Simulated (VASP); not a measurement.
# ZnSe in VASP: one cell, several levels of theory

What does VASP give for zincblende ZnSe, under +1.0 % biaxial strain in x and y, free along z, the cell held fixed? Runs: PBE, r2SCAN.

Code: VASP 6.6.1. PAW datasets, plane waves. The values are computed, spin-unpolarised, and not measurements.

## Step 1: The system as given

The cell comes from an earlier relaxation with r2SCAN in another program, then strained, with the atoms relaxed again.

Space group I-4m2 (No. 119), tetragonal; conventional cell a = 4.046 Å, c = 5.599 Å, 22.91 Å³ an atom. Zn has 4 Se at 2.46 Å; Se has 4 Zn at 2.46 Å.

As a file:

```xyz
2
Lattice="0.0000 2.8607 2.7995 2.8607 0.0000 2.7995 2.8607 2.8607 0.0000" Properties=species:S:1:pos:R:3 pbc="T T T"
Zn    0.0000    0.0000    0.0000
Se    1.4304    1.4304    1.3997
```

## Step 2: Single point with PBE

Contents of INCAR:

```
ENCUT = 520.000000
SIGMA = 0.020000
EDIFF = 1.00e-07
GGA = PE
PREC = Accurate
IBRION = -1
ISIF = 2
ISMEAR = -1
NBANDS = 16
NELM = 120
NSW = 0
LASPH = .TRUE.
LCHARG = .FALSE.
LWAVE = .FALSE.
LREAL = .FALSE.
```

Contents of KPOINTS:

```
KPOINTS created by Atomic Simulation Environment
0
Gamma
8 8 8
0 0 0
```

Contents of KPOINTS_OPT:

```
special points
6
Reciprocal
0.0000000000 0.0000000000 0.0000000000 1
-0.5000000000 -0.5000000000 0.0000000000 1
-0.3750000000 -0.3750000000 0.2500000000 1
-0.3750000000 0.0000000000 0.3750000000 1
0.0000000000 0.0000000000 0.5000000000 1
-0.5000000000 -0.2500000000 0.2500000000 1
```

Contents of POSCAR:

```
Zn Se
 1.0000000000000000
     0.0000000000000000    2.8607448912000000    2.7994884492000001
     2.8607448912000000    0.0000000000000000    2.7994884492000001
     2.8607448912000000    2.8607448912000000    0.0000000000000000
 Zn  Se
   1   1
Cartesian
  0.0000000000000000  0.0000000000000000  0.0000000000000000
  1.4303724456000000  1.4303724456000000  1.3997442246000003
```

The run uses the recommended PBE PAW datasets (18 valence electrons a neutral cell).

The run is started by

```bash
$ mpirun -np 1 vasp_std
```

## Step 3: r2SCAN at this geometry

Contents of INCAR:

```
ENCUT = 520.000000
SIGMA = 0.010000
EDIFF = 1.00e-07
ALGO = Normal
METAGGA = R2SCAN
PREC = Accurate
IBRION = -1
ISIF = 2
ISMEAR = 0
NBANDS = 16
NELM = 120
NSW = 0
LASPH = .TRUE.
LCHARG = .TRUE.
LELF = .TRUE.
LWAVE = .FALSE.
LREAL = .FALSE.
```

KPOINTS is that of step 2.

KPOINTS_OPT is that of step 2.

POSCAR is that of step 2.

Before running it: what results should come out? Wanted: for each run, gap; pressure.

The runs gave:

| level | gap (eV) | pressure (GPa) |
| --- | --- | --- |
| PBE | 1.21 | 1.88 |
| r2SCAN | 1.78 | -0.43 |

What this shows: The gap spans 1.21 eV (PBE) to 1.78 eV (r2SCAN). At this one volume the pressure spans -0.4 GPa (r2SCAN) to 1.9 GPa (PBE): PBE wants the largest cell and r2SCAN the smallest.
